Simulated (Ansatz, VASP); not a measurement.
## One calculation of Mo, two programs

Contents of INCAR:

```
PREC = Accurate
ENCUT = 520
EDIFF = 1E-7
ISMEAR = -1
SIGMA = 0.01
LREAL = False
LASPH = True
NELM = 150
ALGO = Normal
ISIF = 2
LWAVE = False
LCHARG = False
LNONCOLLINEAR = True
MAGMOM = -0.503 -0.102 -0.446
LORBIT = 11
LMAXMIX = 4
GGA = B5
ALDAX = 1.0
AGGAX = 1.0
AGGAC = 1.0
ALDAC = 0.0
NBANDS = 25
```

File KPOINTS:

```
Automatic mesh
0
Gamma
  8 8 8
```

File POSCAR:

```
Mo
1.0
    0.0531720000      1.9733610000      2.0378750000
    2.0684260000      0.0275200000      2.0635270000
    2.0652550000      1.9958420000      0.0306920000
Mo
1
Direct
   -0.0008840000      0.0031170000     -0.0055460000
```

File input.yaml:

```yaml
crystal:
  lattice:
    - [0.053172, 1.973361, 2.037875]
    - [2.068426, 0.02752, 2.063527]
    - [2.065255, 1.995842, 0.030692]
  atoms:
    - { symbol: Mo, position: [-0.000884, 0.003117, -0.005546], spin: 0.68, spin_axis: [-0.739763, -0.150012, -0.655933] }
kpoints:
  mp_grid: { grid: [8, 8, 8] }
scf:
  occupations: { method: fermi_dirac, width: 0.01 }
  mixing: { algorithm: anderson, beta: 0.3 }
  algorithm: density_mixing
hamiltonian:
  xc: blyp
  pseudopotentials:
    kind: all_electron
    lapw: { basis_error: 0.001 }
    relativity: none
magnetization:
  noncollinear: true
output:
  forces: true
  stress: true
  eigenvalues: true
  dos: { projected: false, de: 0.1, e_range: [-10, 10] }
```

This isn't the form of Mo at room conditions, which is bcc.

Alike in both runs: functional BLYP; k mesh 8 × 8 × 8; occupations fermi-dirac, width 0.01 eV; non-collinear spin.

```csv
,VASP,Ansatz
version,VASP 6.6.1,Ansatz 0.2.0
potentials or method,"VASP PAW PBE potentials, release 64 (Mo_sv)","all-electron LAPW, non-relativistic"
plane-wave cutoff (eV),520,see its input
task,single point,density of states
```

Ansatz gave:

- gap on the k mesh at the Fermi level (eV): none
- pressure (GPa): 6.3
- largest component of the traceless stress (GPa): 4.04
- net moment per atom (μB): 0.00

Task: Which values does VASP return?

Result: gap on the k mesh at the Fermi level (eV): none; pressure (GPa): 4.9; largest component of the traceless stress (GPa): 5.17; net moment per atom (μB): 0.00.

A gap of «none» marks a metal or a gap that the smearing closes. Ansatz ran all-electron here, so the differences hold the error of VASP's frozen core and of both bases.

Caveats: the PAW data sets were made with another functional, which shifts forces and pressure a little (VASP); the program listed the state as in doubt (Ansatz); the k mesh is thin for a metal, which can move the energy by tens of meV per atom (Ansatz); relativity is left out, which matters for the heavier elements (Ansatz); the density of states is complete only up to the lowest level of the last band computed (Ansatz); the starting moments weren't kept (Ansatz).
